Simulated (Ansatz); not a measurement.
# Elastic response of diamond-structure Si, size series (64 atoms)

Aim: relax diamond-structure Si, size series (64 atoms), then change its volume and shape to read moduli from the stress.

Calculated with Ansatz 0.2.0; Kohn-Sham DFT, PBE, PAW (set soft_2), plane waves.

### 1. Starting point

The cell holds 64 atoms: 64 Si. Cell: a = 10.862 Å, b = 10.862 Å, c = 10.862 Å, α = 90.0°, β = 90.0°, γ = 90.0°. It derives from Si (diamond-structure), repeated 2×2×2. Diamond-structure Si (a = 5.431 Å), 2 x 2 x 2 conventional cells; every coordinate displaced by a Gaussian of 0.05 Å.

What the set-up can't give: Sampling is at Γ alone.

### 2. Single point at the start

The forces at the start show how far the geometry lies from a minimum of this functional.

File input.yaml:

```yaml
crystal:
  lattice:
    - [10.862, 0.0, 0.0]
    - [0.0, 10.862, 0.0]
    - [0.0, 0.0, 10.862]
  atoms:
    - { symbol: Si, position: [0.99533, 0.99994, 0.99277] }
    - { symbol: Si, position: [0.12696, 0.12429, 0.1264] }
    - { symbol: Si, position: [0.99322, 0.24961, 0.25257] }
    - { symbol: Si, position: [0.1252, 0.36758, 0.38281] }
    - { symbol: Si, position: [0.2477, 0.00456, 0.24686] }
    - { symbol: Si, position: [0.38095, 0.12813, 0.37958] }
    - { symbol: Si, position: [0.25606, 0.25274, 0.9991] }
    - { symbol: Si, position: [0.37749, 0.37047, 0.12687] }
    - { symbol: Si, position: [0.00351, 0.00106, 0.49773] }
    - { symbol: Si, position: [0.12868, 0.12697, 0.62361] }
    - { symbol: Si, position: [0.99679, 0.24262, 0.75316] }
    - { symbol: Si, position: [0.1221, 0.37758, 0.87526] }
    - { symbol: Si, position: [0.24761, 0.00189, 0.75962] }
    - { symbol: Si, position: [0.38551, 0.12171, 0.87194] }
    - { symbol: Si, position: [0.25531, 0.25408, 0.49695] }
    - { symbol: Si, position: [0.37626, 0.37505, 0.6235] }
    - { symbol: Si, position: [0.00502, 0.50971, 0.99868] }
    - { symbol: Si, position: [0.13127, 0.62954, 0.12643] }
    - { symbol: Si, position: [0.00063, 0.74648, 0.25164] }
    - { symbol: Si, position: [0.11337, 0.86621, 0.37427] }
    - { symbol: Si, position: [0.24719, 0.49187, 0.24651] }
    - { symbol: Si, position: [0.37308, 0.62356, 0.37532] }
    - { symbol: Si, position: [0.24599, 0.74971, 0.00109] }
    - { symbol: Si, position: [0.37259, 0.87856, 0.12788] }
    - { symbol: Si, position: [0.00072, 0.49734, 0.49667] }
    - { symbol: Si, position: [0.12115, 0.62727, 0.62939] }
    - { symbol: Si, position: [0.99959, 0.75121, 0.75563] }
    - { symbol: Si, position: [0.12695, 0.87666, 0.87445] }
    - { symbol: Si, position: [0.2506, 0.50524, 0.75774] }
    - { symbol: Si, position: [0.3788, 0.62357, 0.87201] }
    - { symbol: Si, position: [0.24989, 0.74992, 0.51264] }
    - { symbol: Si, position: [0.37838, 0.8733, 0.6283] }
    - { symbol: Si, position: [0.49579, 0.00098, 0.00397] }
    - { symbol: Si, position: [0.6218, 0.11743, 0.11653] }
    - { symbol: Si, position: [0.4916, 0.24375, 0.26093] }
    - { symbol: Si, position: [0.62974, 0.37434, 0.38309] }
    - { symbol: Si, position: [0.75265, 0.00049, 0.23864] }
    - { symbol: Si, position: [0.88044, 0.12661, 0.36955] }
    - { symbol: Si, position: [0.74915, 0.24712, 0.99834] }
    - { symbol: Si, position: [0.87405, 0.37183, 0.12809] }
    - { symbol: Si, position: [0.49352, 0.99974, 0.50045] }
    - { symbol: Si, position: [0.62943, 0.11662, 0.62935] }
    - { symbol: Si, position: [0.5028, 0.24749, 0.75264] }
    - { symbol: Si, position: [0.62203, 0.38162, 0.87271] }
    - { symbol: Si, position: [0.74866, 0.9986, 0.75638] }
    - { symbol: Si, position: [0.86833, 0.12749, 0.86971] }
    - { symbol: Si, position: [0.75262, 0.24352, 0.50457] }
    - { symbol: Si, position: [0.87069, 0.37965, 0.62611] }
    - { symbol: Si, position: [0.50732, 0.50172, 0.99604] }
    - { symbol: Si, position: [0.62544, 0.62761, 0.124] }
    - { symbol: Si, position: [0.50522, 0.7442, 0.25002] }
    - { symbol: Si, position: [0.62324, 0.87596, 0.37282] }
    - { symbol: Si, position: [0.75351, 0.4958, 0.25225] }
    - { symbol: Si, position: [0.87307, 0.62981, 0.37002] }
    - { symbol: Si, position: [0.75703, 0.7518, 0.99343] }
    - { symbol: Si, position: [0.88726, 0.87773, 0.12319] }
    - { symbol: Si, position: [0.49937, 0.49773, 0.49797] }
    - { symbol: Si, position: [0.6289, 0.62542, 0.62084] }
    - { symbol: Si, position: [0.50115, 0.75789, 0.7519] }
    - { symbol: Si, position: [0.6183, 0.8691, 0.87591] }
    - { symbol: Si, position: [0.74857, 0.49777, 0.76058] }
    - { symbol: Si, position: [0.87151, 0.62143, 0.87622] }
    - { symbol: Si, position: [0.74355, 0.75373, 0.50401] }
    - { symbol: Si, position: [0.87111, 0.87543, 0.61925] }
kpoints:
  mp_grid: { grid: [1, 1, 1] }
hamiltonian:
  xc: pbe
scf:
  occupations: { method: fixed }
output:
  forces: true
```

Launch:

```console
> ansatz run input.yaml --threads 4 --pin off --max-ram 8192MiB --backend cpu --events-out ev --progress --plain --runs-dir out
```

Numbers of over 12 decimals in the logs are rounded to 6 here.

Output:

```text
[...]
Pseudopotentials: kind: paw
Pseudopotential: Si, paw, valence charge 4, recommended cutoff 420 eV (normal), Si.paw.azcp
[...]
Crystal: 64 atoms, lattice volume = 1281.532 Å³
Basis set: ecut = 420 eV, 25173 PW (Γ), exchange–correlation on 150×150×150 points (8 copies of the dense FFT grid, shifted against one another)
Bands: 192, of which v1, the nominal top of the filled ones, is band 128 counted from 1 (127 counted from 0)
Symmetry: 1 space group operations
Space group: P1 (ITA 1), of the structure as read, at distance tolerance 1.1e-4 Å
k-points: 1
[...]
Initial density: superposition of atomic densities (neutral atoms: chi_scale 0, normalization atom), corrected by the library's trained network
Initial wavefunctions: pseudopotential atomic-orbital guess
[...]
SCF iter   1: F=—  HF=-40681.784116 eV  |F-HF|=—  |Δ(HF+E_count)|=         —  Δρ=2.45e-3  dr2=1.22e-1  ethr=1.77e-3  ⟨swp⟩=5.0  Hψ=671  notcnv=0  defer=58
preconditioner: auto → Resta (q_TF=auto, 2.086 Å⁻¹)  ε∞=5.3  [insulator: Δε(μ)=0.467 eV  Ē_g=7.990 eV  n_scr=202 (ndim 8)  ℏωp=16.6 eV  f_vac=0.000  ε∞_Penn≈5.3]
SCF iter   2: F=—  HF=-40681.766216 eV  |F-HF|=—  |Δ(HF+E_count)|=   1.79e-2  Δρ=1.50e-3  dr2=4.77e-2  ethr=4.75e-5  ⟨swp⟩=2.0  Hψ=202  notcnv=0  defer=62
SCF iter   3: F=—  HF=-40681.757328 eV  |F-HF|=—  |Δ(HF+E_count)|=   8.89e-3  Δρ=2.64e-4  dr2=7.05e-4  ethr=1.86e-5  ⟨swp⟩=3.0  Hψ=223  notcnv=0  defer=33
automatic band count: iteration 3 solves 163 bands in place of 192: the levels show a gap, and the empty bands left out lie too high to hold charge; the band table lists the bands solved (type scf.n_extra_bands for more)
SCF iter   4: F=—  HF=-40681.757943 eV  |F-HF|=—  |Δ(HF+E_count)|=   6.15e-4  Δρ=8.34e-5  dr2=1.26e-4  ethr=2.75e-7  ⟨swp⟩=2.0  Hψ=262  notcnv=0  defer=33
SCF iter   5: F=—  HF=-40681.758144 eV  |F-HF|=—  |Δ(HF+E_count)|=   2.01e-4  Δρ=1.68e-5  dr2=9.06e-6  ethr=4.92e-8  ⟨swp⟩=2.0  Hψ=262  notcnv=0  defer=29
SCF iter   6: F=—  HF=-40681.757513 eV  |F-HF|=—  |Δ(HF+E_count)|=   6.31e-4  Δρ=4.31e-6  dr2=3.16e-7  ethr=3.54e-9  ⟨swp⟩=2.0  Hψ=262  notcnv=0  defer=29
SCF iter   7: F=-40681.757514 eV  HF=-40681.757514 eV  |F-HF|=2.28e-8  |Δ(HF+E_count)|=   4.72e-7  Δρ=9.85e-7  dr2=1.81e-8  ethr=3.91e-11  ⟨swp⟩=4.0  Hψ=550  notcnv=0
SCF 1 converged in 7 iterations: F = -40681.757514 eV  dr2 = 1.81e-8
[...]
SCF converged after 7 iterations
Free energy (F): -40681.757514 eV
Harris-Foulkes:  -40681.757514 eV  (|F-HF|=2.28e-8)
Internal energy: -40681.757514 eV  (E = F + TS)
E sigma→0 (E₀):  -40681.757514 eV
Fermi energy:    6.395940 eV
--- Per-component energies (eV) ---
[...]
Σ components = -40681.757514   (vs F -40681.757514, Δ=0.00e0)
--- Forces (eV/Å), atoms counted from 1 ---
  atom   1  Si     0.96558024     0.84425540     0.20767761
  atom   2  Si    -0.79899908     0.74005059    -0.95673538
  atom   3  Si     1.71711452     0.29628437    -0.58862278
  atom   4  Si    -0.52580849     0.64059082    -1.42763226
[...]
atom  64  Si     0.71118119     0.43928809     1.16922847
  max |Σ_I F_I| component: 4.18e-6 eV/Å
```

The job ended after 4.8 s (4 threads of Arm Neoverse V1, shared host; peak memory 0.99 GiB; 18 s of CPU time).

The column dr2 measures how far the density is from self-consistency, as an energy; F and HF (Harris–Foulkes) agree once it is small.

The r.m.s. force at the start is 0.81 eV/Å.

### 3. Cell and atoms relaxed

The cell is relaxed with the atoms, since the starting lattice needn't suit this functional.

File input.yaml:

```yaml
crystal:
  lattice:
    - [10.862, 0.0, 0.0]
    - [0.0, 10.862, 0.0]
    - [0.0, 0.0, 10.862]
  atoms:
    [... the 64 atom lines of step 2 ...]
kpoints:
  mp_grid: { grid: [1, 1, 1] }
hamiltonian:
  xc: pbe
scf:
  occupations: { method: fixed }
output:
  forces: true
relax:
  f_tol: 0.05
  max_steps: 150
  cell: {}
```

Output:

```text
[...]
Crystal: 64 atoms, lattice volume = 1281.532 Å³
Basis set: ecut = 420 eV, 25173 PW (Γ), exchange–correlation on 150×150×150 points (8 copies of the dense FFT grid, shifted against one another)
Bands: 192, of which v1, the nominal top of the filled ones, is band 128 counted from 1 (127 counted from 0)
Symmetry: 1 space group operations
[...]
k-points: 1
[...]
SCF iter   1: F=—  HF=-40681.784116 eV  |F-HF|=—  |Δ(HF+E_count)|=         —  Δρ=2.45e-3  dr2=1.22e-1  ethr=1.77e-3  ⟨swp⟩=5.0  Hψ=671  notcnv=0  defer=58
[...]
SCF iter   7: F=-40681.757514 eV  HF=-40681.757514 eV  |F-HF|=2.28e-8  |Δ(HF+E_count)|=   4.72e-7  Δρ=9.84e-7  dr2=1.82e-8  ethr=3.91e-11  ⟨swp⟩=4.0  Hψ=550  notcnv=0
SCF 1 converged in 7 iterations: F = -40681.757514 eV  dr2 = 1.82e-8
[...]
relax step   1: F+E_penalty+E_count = -40681.75751389 eV  Δ(F+E_penalty+E_count) = +0.000e0 eV  max|allowed force component| = 2.491e0 eV/Å  Δτ_max = 0.0000 Å  P = +3.438 GPa  Ω = 1281.532 Å³  (7 SCF iters, dr2 threshold 1.00e-7 eV, accepted)
[...]
relax step   2: F+E_penalty+E_count = -40684.88159663 eV  Δ(F+E_penalty+E_count) = -3.124e0 eV  max|allowed force component| = 5.989e-1 eV/Å  Δτ_max = 0.1441 Å  P = +0.787 GPa  Ω = 1309.953 Å³  energy of the carried Pulay correction = -3.855e-3 eV  (6 SCF iters, dr2 threshold 6.40e-6 eV, accepted)
[...]
relax step   3: F+E_penalty+E_count = -40685.18143891 eV  Δ(F+E_penalty+E_count) = -2.998e-1 eV  max|allowed force component| = 1.817e-2 eV/Å  Δτ_max = 0.0545 Å  P = -0.071 GPa  Ω = 1321.723 Å³  energy of the carried Pulay correction = -5.427e-3 eV  (5 SCF iters, dr2 threshold 6.40e-6 eV, accepted)
[...]
relax step   4: F+E_penalty+E_count = -40685.18242060 eV  Δ(F+E_penalty+E_count) = -9.817e-4 eV  max|allowed force component| = 1.107e-3 eV/Å  Δτ_max = 0.0044 Å  P = -0.000 GPa  Ω = 1320.691 Å³  energy of the carried Pulay correction = -5.290e-3 eV  (5 SCF iters, dr2 threshold 1.82e-8 eV, accepted)
[...]
relax step   5: F+E_penalty+E_count = -40685.18823349 eV  Δ(F+E_penalty+E_count) = -5.813e-3 eV  max|allowed force component| = 1.112e-3 eV/Å  Δτ_max = 0.0000 Å  P = +0.011 GPa  Ω = 1320.691 Å³  stress off target by 1.26e-2 GPa  SCF on the basis re-selected at this cell (its energy is not comparable with the rows above)  (5 SCF iters)
basis re-selected at this cell: Δ(F+E_penalty+E_count) = -5.813e-3 eV, ΔP = +0.011 GPa vs the last step (what re-selecting the basis moved, of the pressure what is left beyond the Pulay correction that the steps carried, after the strain that the cell walked since its last selection, [...]
SCF converged after 5 iterations
Free energy (F): -40685.188233 eV
[...]
Internal energy: -40685.188233 eV  (E = F + TS)
E sigma→0 (E₀):  -40685.188233 eV
Fermi energy:    5.966026 eV
[...]
Σ components = -40685.188233   (vs F -40685.188233, Δ=0.00e0)
--- Forces (eV/Å), atoms counted from 1 ---
  atom   1  Si     0.00053682    -0.00054575    -0.00027844
  atom   2  Si    -0.00097215    -0.00028028    -0.00005903
  atom   3  Si     0.00063956     0.00089553     0.00055718
  atom   4  Si     0.00028971     0.00036163    -0.00037627
[...]
atom  64  Si    -0.00037940    -0.00046560    -0.00021456
  max |Σ_I F_I| component: 4.29e-8 eV/Å
--- Stress (GPa, compression-positive) ---
        0.010179      -0.000514      -0.000190
       -0.000514       0.012346       0.000576
       -0.000190       0.000576       0.010365
  P = ⅓ Tr σ = 0.0110 GPa (0.110 kbar)
--- Relaxed structure (4 steps of the walk, 4 accepted, 1 SCFs on fresh bases) ---
  F+E_penalty+E_count = -40685.18823349 eV   max|allowed force component| = 1.112e-3 eV/Å   (the final SCF, on the basis selected at the relaxed cell)
  cell:  # Å, volume = 1320.6909 Å³
    - [10.971618, 5.872681575636247e-5, 1.9567950524083228e-5]
    - [5.872681575636247e-5, 10.971365, -6.05092822342074e-5]
    - [1.9567950524083228e-5, -6.05092822342074e-5, 10.971596]
  atoms:
    - { symbol: Si, position: [1.000180, 0.999695, 1.000571] }
    - { symbol: Si, position: [0.125211, 0.124673, 0.125564] }
    - { symbol: Si, position: [1.000186, 0.249657, 0.250556] }
    - { symbol: Si, position: [0.125164, 0.374654, 0.375585] }
[...]
- { symbol: Si, position: [0.875194, 0.874690, 0.625591] }
```

Run time: 24 s. Hardware: 4 threads; peak memory 1 GiB.

The relaxation converged after 4 steps, with a largest force component of 0.0011 eV/Å.

(Continued in part 2 of 3.)

[Logs are printed without paths, hosts, clocks, repeated set-up lines and the standing remarks that a program may print on its own settings, such as how far it seeks lower states.]

[Hosts, paths, dates, database ids (printed as entryN), source tags and the programs' standing remarks are cut or masked in the printed files.]
